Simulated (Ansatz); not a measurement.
Li₂O (anti-fluorite)

```
CELL_PARAMETERS angstrom
      0.00000     4.62614     4.62614
      2.31307     0.00000     2.31307
      2.31307     2.31307     0.00000
ATOMIC_POSITIONS crystal
  O  0.00000 0.00000 0.00000
  O  0.50000 0.00000 0.00000
  Li 0.12500 0.25000 0.25000
  Li 0.62500 0.25000 0.25000
  Li 0.37500 0.75000 0.75000
  Li 0.87500 0.75000 0.75000
```

A phonon eigenvector at L = (0.5, 0.0, 0.0) is frozen into this cell: atom i moves by Q times the vector below, so Q is the largest atomic displacement, in Å. The cell is held. It is one choice among 2 degenerate patterns. (q is in reciprocal vectors of the primitive cell; the cell shown is doubled to hold the pattern.)

```
atom       x       y       z
----  ------  ------  ------
Li3    0.285  -0.520   0.805
Li4   -0.285   0.520  -0.805
Li5    0.285  -0.520   0.805
Li6   -0.285   0.520  -0.805
```

Atoms not listed stay in place.

All values below come from PBE (plane waves to 420 eV, PAW, scalar-relativistic; Ansatz, a first-principles code). k mesh 6×12×12 (Γ-centred), Fermi-Dirac smearing 0.05 eV. Energies are smeared free energies. Compression counts positive. Li2O was relaxed with its symmetry unable to fall. ΔE is measured from the undisplaced structure.

Predict the ΔE (eV/cell) and P (GPa) at Q (Å) = -0.180, -0.150, -0.120, -0.090, 0.030, 0.060, 0.150, 0.180.


| Q (Å) | ΔE (eV/cell) | P (GPa) |
|---|---|---|
| -0.180 | 0.324 | 2.00 |
| -0.150 | 0.224 | 1.38 |
| -0.120 | 0.143 | 0.88 |
| -0.090 | 0.080 | 0.49 |
| 0.030 | 0.009 | 0.05 |
| 0.060 | 0.036 | 0.22 |
| 0.150 | 0.224 | 1.38 |
| 0.180 | 0.324 | 2.00 |

(A displaced cell: forces are minus the slopes of the energy, force constants its curvatures, and phonons follow from these.)
